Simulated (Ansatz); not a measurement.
# HgSe: properties at the relaxed cell

An exercise on one series of results from a longer session: the logs are not shown, and one member is left open.

Computed with Ansatz 0.2.0 (DFT PBE, scalar-relativistic, plane waves, PAW, unless a step's input says otherwise).

2 further runs of the same task are left out: 2 set aside as unsound or not needed.

## The system as given

It takes space group F-43m (No. 216, cubic). Conventional cell: a = 6.260 Å, b = 6.260 Å, c = 6.260 Å, α = 90.00°, β = 90.00°, γ = 90.00°. Hg (site symmetry -43m) is surrounded by 4 Se at 2.71 Å. Se (site symmetry -43m) is surrounded by 4 Hg at 2.71 Å.

Coordinates:

```cif
data_structure
_symmetry_space_group_name_H-M 'F-43m'
_symmetry_Int_Tables_number 216
_cell_length_a 6.2603
_cell_length_b 6.2603
_cell_length_c 6.2603
_cell_angle_alpha 90.000
_cell_angle_beta 90.000
_cell_angle_gamma 90.000
_cell_volume 245.34
loop_
_atom_site_label
_atom_site_type_symbol
_atom_site_symmetry_multiplicity
_atom_site_Wyckoff_symbol
_atom_site_fract_x
_atom_site_fract_y
_atom_site_fract_z
_atom_site_occupancy
Hg1 Hg 4 a 0.00000 0.00000 0.00000 1
Se1 Se 4 d 0.25000 0.25000 0.75000 1
```

It is the result of an earlier relaxation at this level (volume 30.67 Å³/atom; gap on the mesh: none (metal)).

The first run:

Contents of input.yaml:

```yaml
crystal:
  lattice:
    - [0.0, 3.1301276945, 3.1301276945]
    - [3.1301276945, 0.0, 3.1301276945]
    - [3.1301276945, 3.1301276945, 0.0]
  atoms:
    - { symbol: Hg, position: [0.0, 0.0, 0.0] }
    - { symbol: Se, position: [0.25, 0.25, 0.25] }
basis:
  ecutwfc: 420
kpoints:
  mp_grid: { grid: [12, 12, 12] }
  band_path:
    path:
      - [[0.0, 0.0, 0.0], [-0.5, -0.5, 0.0], [-0.375, -0.375, 0.25]]
      - [[-0.375, 0.0, 0.375], [0.0, 0.0, 0.0], [0.0, 0.0, 0.5], [-0.5, -0.25, 0.25], [-0.5, -0.5, 0.0]]
    npoints: 14
hamiltonian:
  xc: pbe
scf:
  occupations: { method: gaussian, width: 0.1 }
  n_extra_bands: 6
output:
  forces: true
  stress: true
  eigenvalues: true
  populations: true
  dos: { projected: true, de: 0.02, nscf_kmesh: { grid: [18, 18, 18] } }
  bader: true
  write_density: true
  write_potential: true
  elf: true
  volumetric_format: npy
```

Launch:

```sh
$ ansatz run input.yaml --threads 1 --pin off --max-ram 2560MiB --backend cpu --events-out ev --progress --plain --runs-dir out
```

Steps of the session up to this table: Electronic structure at the relaxed geometry; Back to the database's cell; The cell scaled to 0.97 of its volume; The cell scaled to 1.03 of its volume; Point at V/V0 = 0.94; Point at V/V0 = 1.06; Point at V/V0 = 0.91; Point at V/V0 = 1.10; Point at V/V0 = 0.88.

One of the session's tables, all rows but one given; the rest of the session is left out.

It belongs to the step «Equation of state». 

```
volume (Å³/atom)  energy above the lowest point (meV/atom)  pressure (GPa)
          26.988                                      75.6            7.49
          27.908                                      39.8            5.08
          28.828                                      16.5            3.07
          29.748                                         ?               ?
          30.668                                       0.0           -0.01
          31.588                                       3.5           -1.17
          32.508                                      13.1           -2.14
          33.735                                      33.7           -3.19
```

Estimate the missing values for volume (Å³/atom) = 29.748.

Worked estimate for «energy above the lowest point (meV/atom)». A straight line through the neighbours (28.828, 16.5) and (30.668, 0.0) gives 16.5 + (0.0 − 16.5) × (29.748 − 28.828) / (30.668 − 28.828) = 8.2; a parabola fitted to 4 rows on both sides gives 3.8.

The run gave: energy above the lowest point (meV/atom): 3.9; pressure (GPa): 1.39. In «energy above the lowest point (meV/atom)» the line misses by +4.3 and the parabola by -0.1.
